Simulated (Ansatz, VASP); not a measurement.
# Al3GaAs4 (random alloy of the zinc-blende GaAs-AlAs line, x = 0.75): VASP beside Ansatz, part 2 of 2

Wanted: the spread between two codes on one cell, functional and k mesh. Of the first pair: The structure shown is the start of the Ansatz relaxation below; VASP solves that cell, so the two are compared at the walk's first step.

VASP 6.6.1 and Ansatz 0.2.0.

So far: Starting point; Ansatz: relaxation, PBE.

### Step 3. VASP: single point, PBE, start cell, pair 1

Level of this step: PBE; plane waves and PAW (Ga_d, As, Al) (VASP).

The same cell, functional, mesh and smearing now go to VASP, with its own data sets.

Lines of VASP's logs that name or quote its potential files are left out, and so is its time.

INCAR reads:

```
SYSTEM = Al3GaAs4
PREC = Accurate
ENCUT = 400
EDIFF = 1E-06
NELM = 120
ISMEAR = -1
SIGMA = 0.025
LREAL = Auto
ALGO = Normal
GGA = PE
NBANDS = 216
LORBIT = 11
LWAVE = .FALSE.
LCHARG = .FALSE.
ISIF = 2
LASPH = .TRUE.
GGA_COMPAT = .FALSE.
EFERMI = MIDGAP
NCORE = 2
```

POSCAR reads:

```
Al3GaAs4
1.0
   11.4700000000      0.0000000000      0.0000000000
    0.0000000000     11.4700000000      0.0000000000
    0.0000000000      0.0000000000     11.4700000000
Ga As Al
8 32 24
Direct
    0.0028334786      0.9989276373      0.9990758500
    0.2500697472      0.2510200523      0.9980819529
    0.0015693112      0.9988142982      0.4997907585
    0.2480470793      0.0004097646      0.7528857890
    0.9996425458      0.7510200523      0.2514559721
    0.2503487358      0.5002092415      0.7488317350
    0.5009241500      0.5002441151      0.0001394943
    0.4994594595      0.7457541412      0.2518134263
    0.1231299041      0.1265126417      0.1209938971
    0.1245684394      0.3775501308      0.3714123801
    0.3730775937      0.1246992153      0.3734699215
    0.3770008718      0.3765736704      0.1258761988
    0.1233740192      0.1245335658      0.6259197908
    0.1235309503      0.3738273758      0.8749782040
    0.3762859634      0.1246730602      0.8734524847
    0.3738884045      0.3753269398      0.6286573670
    0.1243940715      0.6230078466      0.1243940715
    0.1266172624      0.8755013078      0.3765387969
    0.3744812554      0.6258500436      0.3748735833
    0.3725632084      0.8724760244      0.1241238012
    0.1214734089      0.6244725371      0.6264428945
    0.1246469050      0.8753269398      0.8757105493
    0.3756582389      0.6252136007      0.8769659983
    0.3738884045      0.8757367044      0.6251264167
    0.6262162162      0.1242197036      0.1271403662
    0.6253007847      0.3762859634      0.3733391456
    0.8755536181      0.1264777681      0.3734960767
    0.8721795990      0.3769572799      0.1257105493
    0.6284306888      0.1217611160      0.6271578030
    0.6265126417      0.3746817786      0.8739494333
    0.8739058413      0.1259110724      0.8729991282
    0.8748212729      0.3765213601      0.6263121186
    0.6260767219      0.6254141238      0.1261900610
    0.6288142982      0.8757715780      0.3748299913
    0.8730427201      0.6240976460      0.3732606800
    0.8746992153      0.8767218832      0.1253705318
    0.6265736704      0.6294071491      0.6245684394
    0.6244986922      0.8761900610      0.8744376635
    0.8772537053      0.6248125545      0.8739232781
    0.8748735833      0.8770183086      0.6256408021
    0.0030427201      0.2486660854      0.2505579773
    0.2494420227      0.9993286835      0.2519790759
    0.9987881430      0.2493112467      0.7487968614
    0.2487009590      0.2529468178      0.5000871840
    0.0002092415      0.5010810811      0.0005231037
    0.2486835222      0.5021795990      0.2508892764
    0.2519703575      0.7526503923      0.0038099390
    0.0002789887      0.5015257193      0.5005492589
    0.0004010462      0.7513339146      0.7496076722
    0.2520924150      0.7503225806      0.4993461203
    0.4993984307      0.0000784656      0.9989189189
    0.5006974717      0.2510374891      0.2480906713
    0.7495379250      0.0000610288      0.2476111595
    0.7506102877      0.2477070619      0.9999302528
    0.4999564080      0.9986486486      0.5022231909
    0.5028421970      0.2505928509      0.7479075850
    0.7478639930      0.0009590235      0.7513775065
    0.7514036617      0.2500784656      0.4996687010
    0.7497558849      0.4997907585      0.2500261552
    0.7504272014      0.7494768963      0.0008631212
    0.5038186574      0.4966870096      0.4988666085
    0.5000784656      0.7496076722      0.7523190933
    0.7477768091      0.5005492589      0.7508805580
    0.7509764603      0.7504184830      0.5004882302
```

KPOINTS reads:

```
Automatic mesh
0
Gamma
1 1 1
0 0 0
```

The projector-augmented-wave data sets are Ga_d, As and Al (PBE family, release 64).

Launch:

```
> mpirun -np 8 vasp_gam
```

Numbers of over 12 decimals in the logs are rounded to 6 here.

Log:

```text
[banner, memory and clock lines left out]
running    8 mpi-ranks, on    1 nodes
[...]
LDA part: xc-table for (Slater+PW92), standard interpolation
 POSCAR, INCAR and KPOINTS ok, starting setup
[...]
entering main loop
       N       E                     dE             d eps       ncg     rms          rms(c)
DAV:   1     0.318616448909E+04    0.31862E+04   -0.11167E+05   440   0.145E+03
DAV:   2     0.435984479293E+03   -0.27502E+04   -0.26326E+04   496   0.363E+02
DAV:   3    -0.216700400047E+03   -0.65268E+03   -0.59574E+03   568   0.160E+02
DAV:   4    -0.288046207651E+03   -0.71346E+02   -0.69355E+02   528   0.515E+01
[...]
DAV:  14    -0.286648288909E+03   -0.24689E-04   -0.96188E-05   544   0.355E-02    0.835E-03
DAV:  15    -0.286648294452E+03   -0.55424E-05   -0.18115E-05   496   0.238E-02    0.351E-03
DAV:  16    -0.286648294198E+03    0.25377E-06   -0.47145E-06   376   0.110E-02
   1 F= -.28664829E+03 E0= -.28664829E+03  d E =-.365321E-10
```

OUTCAR, selected parts (step 3):

```text
  Total        2.4467339      2.7287029      2.6587993      0.7100679      1.0001205     -0.7981994
  in kB        2.5978081      2.8971874      2.8229675      0.7539112      1.0618732     -0.8474844
  external PRESSURE =       2.7726543 kB  Pullay stress =       0.0000000 kB

 POSITION                                       TOTAL-FORCE (eV/Angst)
 -----------------------------------------------------------------------------------
      0.03250     11.45770     11.45940        -0.455313      0.175874     -0.060343
      2.86830      2.87920     11.44800         0.181613      0.018566      0.062201
      0.01800     11.45640      5.73260        -0.227271      0.191640      0.010241
      2.84510      0.00470      8.63560         0.102969      0.036161     -0.235347
     11.46590      8.61420      2.88420         0.031743     -0.072358     -0.123529
      2.87150      5.73740      8.58910        -0.203781      0.111122      0.379325
      5.74560      5.73780      0.00160         0.086188     -0.029618     -0.017247
      5.72880      8.55380      2.88830         0.163447      0.493492     -0.133985
      1.41230      1.45110      1.38780         0.405819     -0.187371      0.451209
      1.42880      4.33050      4.26010         0.052392     -0.112643      0.452534
      4.27920      1.43030      4.28370         0.283142      0.192509      0.281268
      4.32420      4.31930      1.44380        -0.292679     -0.034584     -0.033791
      1.41510      1.42840      7.17930         0.209709      0.191074     -0.142704
      1.41690      4.28780     10.03600         0.021910      0.173408     -0.112116
[...]
-----------------------------------------------------------------------------------
    total drift:                               -0.001051     -0.012750      0.001295

  FREE ENERGIE OF THE ION-ELECTRON SYSTEM (eV)
  ---------------------------------------------------
  free  energy   TOTEN  =      -286.6482941978 eV

  energy  without entropy=     -286.6482941977  energy(sigma->0) =     -286.64829420

[... 2 further parts left out ...]
```

The run ends at a pressure of 0.28 GPa, with forces up to 0.82 eV/Å.

### Step 4. Differences

Known differences besides the potentials themselves: the data sets hold 656 valence electrons in Ansatz (on its default PAW (the set named soft_2) files) and 336 in VASP; the cutoff is 420 eV in Ansatz and 400 eV in VASP (PREC = Accurate, projectors in real space). Total energies have different zeros and are not compared.

Forces on 8 of the 64 atoms, those with the largest forces and the largest differences (eV/Å; atoms numbered as in POSCAR):

| atom | Ansatz x, y, z | VASP x, y, z |
| --- | --- | --- |
| As9 | 0.401, -0.184, 0.446 | 0.406, -0.187, 0.451 |
| As16 | 0.312, -0.069, -0.537 | 0.317, -0.071, -0.546 |
| As20 | 0.481, 0.477, 0.439 | 0.491, 0.487, 0.446 |
| As21 | 0.486, 0.237, -0.249 | 0.488, 0.240, -0.253 |
| As28 | 0.326, -0.319, -0.063 | 0.337, -0.322, -0.068 |
| As29 | -0.351, 0.432, -0.454 | -0.358, 0.436, -0.461 |
| Al47 | -0.421, -0.472, -0.412 | -0.425, -0.476, -0.417 |
| Al61 | -0.368, 0.425, 0.307 | -0.372, 0.428, 0.309 |

The forces differ by 3.6 meV/Å r.m.s., which is 1.6 % of the r.m.s. force of 0.221 eV/Å (both taken over all components).

### Step 5. Ansatz: relaxation, PBE

This run makes the geometry at which the two programs are then compared. The cell compared in this pair holds 1510.84 Å³, against 1509.00 Å³ for the pair before.

The structure compared here is the end of the Ansatz relaxation.

This is the run of step 2 again, met here at its other cell.

### Step 6. VASP: single point, PBE, relaxed cell, pair 2

The same cell, functional, mesh and smearing now go to VASP, with its own data sets.

Edit INCAR of step 3 so:

```diff
@@ -2,3 +2,3 @@
 PREC = Accurate
-ENCUT = 400
+ENCUT = 500
 EDIFF = 1E-06
```

POSCAR reads:

```
Al3GaAs4
1.0
   11.4751550000     -0.0004390000      0.0005370000
   -0.0004390000     11.4741090000     -0.0005090000
    0.0005370000     -0.0005090000     11.4747090000
Ga As Al
8 32 24
Direct
    0.0001700000      0.0002900000      0.0000900000
    0.2501100000      0.2503100000      0.0000300000
    0.0000100000      0.0002300000      0.5001600000
    0.2501700000      0.0003500000      0.7500900000
    0.9999700000      0.7501900000      0.2501800000
    0.2501500000      0.5002200000      0.7500000000
    0.5000700000      0.5002000000      0.0000500000
    0.5003000000      0.7501700000      0.2501800000
    0.1251100000      0.1253500000      0.1259100000
    0.1251400000      0.3751700000      0.3751100000
    0.3752300000      0.1253000000      0.3750400000
    0.3751900000      0.3752000000      0.1259300000
    0.1252300000      0.1260600000      0.6249900000
    0.1243700000      0.3752700000      0.8750900000
    0.3759600000      0.1253400000      0.8751300000
    0.3754700000      0.3748300000      0.6245600000
    0.1254300000      0.6249000000      0.1247600000
    0.1257800000      0.8752000000      0.3751600000
    0.3748500000      0.6248400000      0.3754700000
    0.3749200000      0.8755000000      0.1248400000
    0.1247300000      0.6256100000      0.6246400000
    0.1252100000      0.8745000000      0.8750500000
    0.3751600000      0.6260300000      0.8749600000
    0.3755900000      0.8748800000      0.6246700000
    0.6252300000      0.1253000000      0.1249400000
    0.6251900000      0.3751000000      0.3750600000
    0.8746800000      0.1257500000      0.3747600000
    0.8749900000      0.3751500000      0.1249700000
    0.6252100000      0.1253300000      0.6249800000
    0.6256100000      0.3749000000      0.8746300000
    0.8745700000      0.1255600000      0.8746800000
    0.8750000000      0.3751800000      0.6250400000
    0.6260400000      0.6252100000      0.1251000000
    0.6256600000      0.8755700000      0.3755700000
    0.8746300000      0.6247700000      0.3755900000
    0.8742800000      0.8751800000      0.1251300000
    0.6252100000      0.6250800000      0.6250300000
    0.6251300000      0.8752000000      0.8749900000
    0.8750800000      0.6252200000      0.8749800000
    0.8745700000      0.8748300000      0.6254600000
    0.9999600000      0.2505200000      0.2501500000
    0.2503500000      0.0002400000      0.2501400000
    0.9998800000      0.2501900000      0.7500400000
    0.2502700000      0.2502800000      0.4997200000
    0.9998500000      0.5004200000      0.0002100000
    0.2499500000      0.5003400000      0.2502000000
    0.2501900000      0.7502400000      0.0004000000
    0.0001200000      0.5000100000      0.5001300000
    0.0000200000      0.7501800000      0.7500100000
    0.2502500000      0.7501700000      0.5002300000
    0.5003500000      0.0000400000      0.0001900000
    0.5004200000      0.2499900000      0.2501300000
    0.7500100000      0.0004400000      0.2501000000
    0.7501100000      0.2502500000      0.0001000000
    0.5001700000      0.0004100000      0.5000500000
    0.5002300000      0.2503900000      0.7498800000
    0.7498800000      0.0002700000      0.7500400000
    0.7500800000      0.2503200000      0.5001800000
    0.7502500000      0.4999100000      0.2501800000
    0.7501300000      0.7502600000      0.9996300000
    0.5003400000      0.5001800000      0.4999900000
    0.5004700000      0.7502800000      0.7498400000
    0.7502400000      0.5003100000      0.7499900000
    0.7500500000      0.7500700000      0.5001600000
```

KPOINTS is that of step 3.

Launch:

```
> mpirun -np 8 vasp_gam
```

Log:

```text
[... set-up lines as in an earlier step ...]
 entering main loop
       N       E                     dE             d eps       ncg     rms          rms(c)
DAV:   1     0.358737854612E+04    0.35874E+04   -0.12576E+05   432   0.169E+03
DAV:   2     0.612942454238E+03   -0.29744E+04   -0.28474E+04   472   0.407E+02
DAV:   3    -0.193501463447E+03   -0.80644E+03   -0.73363E+03   600   0.182E+02
DAV:   4    -0.286100829479E+03   -0.92599E+02   -0.89250E+02   512   0.579E+01
[...]
DAV:  14    -0.286983826960E+03   -0.19771E-04   -0.84520E-05   528   0.530E-02    0.710E-03
DAV:  15    -0.286983833478E+03   -0.65178E-05   -0.29725E-05   488   0.266E-02    0.265E-03
DAV:  16    -0.286983833678E+03   -0.19981E-06   -0.68418E-06   352   0.862E-03
   1 F= -.28698383E+03 E0= -.28698383E+03  d E =-.353219E-10
```

OUTCAR, selected parts (step 6):

```text
  Total        1.7371323      1.8525695      1.8449610      0.0569993      0.0622540     -0.0345163
  in kB        1.8421470      1.9645626      1.9564942      0.0604450      0.0660174     -0.0366030
  external PRESSURE =       1.9210679 kB  Pullay stress =       0.0000000 kB

 POSITION                                       TOTAL-FORCE (eV/Angst)
 -----------------------------------------------------------------------------------
      0.00195      0.00333      0.00103         0.000321      0.001647     -0.001839
      2.86994      2.87197      0.00035         0.004083      0.001138     -0.000254
      0.00038      0.00238      5.73919        -0.000396      0.002653      0.000001
      2.87114      0.00352      8.60720         0.000962      0.000540      0.000244
     11.47462      8.60720      2.87090         0.004814      0.000750      0.000993
      2.87069      5.73909      8.60591         0.003152     -0.001532      0.001426
      5.73816      5.73913      0.00059         0.003463      0.002740     -0.002618
      5.74083      8.60719      2.87063        -0.001339      0.003196      0.000537
      1.43567      1.43816      1.44478        -0.002225     -0.001393      0.001350
      1.43604      4.30450      4.30415        -0.001273      0.000013     -0.000937
      4.30597      1.43735      4.30361        -0.003360     -0.004360      0.001116
      4.30527      4.30486      1.44502         0.002766      0.001849      0.002823
      1.43731      1.44605      7.17158         0.002163      0.002159      0.000708
      1.42747      4.30539     10.04128        -0.000821      0.000940     -0.000755
[...]
-----------------------------------------------------------------------------------
    total drift:                               -0.063536     -0.099390     -0.019472

  FREE ENERGIE OF THE ION-ELECTRON SYSTEM (eV)
  ---------------------------------------------------
  free  energy   TOTEN  =      -286.9838336780 eV

  energy  without entropy=     -286.9838336779  energy(sigma->0) =     -286.98383368

[... 1 part as in an earlier step ...]

[... 1 further part left out ...]
```

The run ends at a pressure of 0.19 GPa, with forces up to 0.011 eV/Å.

### Step 7. Comparison

What differs besides the data sets and the points named for the pairs above, as far as they apply: the data sets hold 656 valence electrons in Ansatz (on its default PAW (the set named soft_2) files) and 336 in VASP; the cutoff is 420 eV in Ansatz and 500 eV in VASP (PREC = Accurate, projectors in real space). Total energies have different zeros and are not compared.

Compared:

| quantity | Ansatz | VASP | difference |
| --- | --- | --- | --- |
| pressure (GPa) | 0.03 | 0.19 | -0.17 |
| gap on the k mesh (eV) | 1.283 | 1.285 | -0.003 |

The largest component of a force difference here is 7 meV/Å. A gap on the mesh is an upper bound, since the band edges may lie between its points.

### Step 8. Results

```yaml
r_m_s_force_difference_single_point_pbe_start_cell_pair_1: 1.6 % of the r.m.s. force
difference_in_gap_on_the_k_mesh_single_point_pbe_relaxed_cell_pair_2: -0.0027 eV
```

What this shows: The r.m.s. force difference is 1.6 % of the r.m.s. force (single point, PBE, start cell, pair 1), within the 3 % picked in this series as the mark of a large difference. The data sets hold unlike numbers of valence electrons (656 in Ansatz and 336 in VASP), so part of the differences may come from the potentials. How closely two codes agree says nothing of how well the functional describes the real material.

[Lines on the potential files, build, host, timing and source positions are cut from VASP's logs without a mark.]

[Logs are printed without paths, hosts, clocks, repeated set-up lines and the standing remarks that a program may print on its own settings, such as how far it seeks lower states.]

[Hosts, paths, dates, database ids (printed as entryN), source tags and the programs' standing remarks are cut or masked in the printed files.]
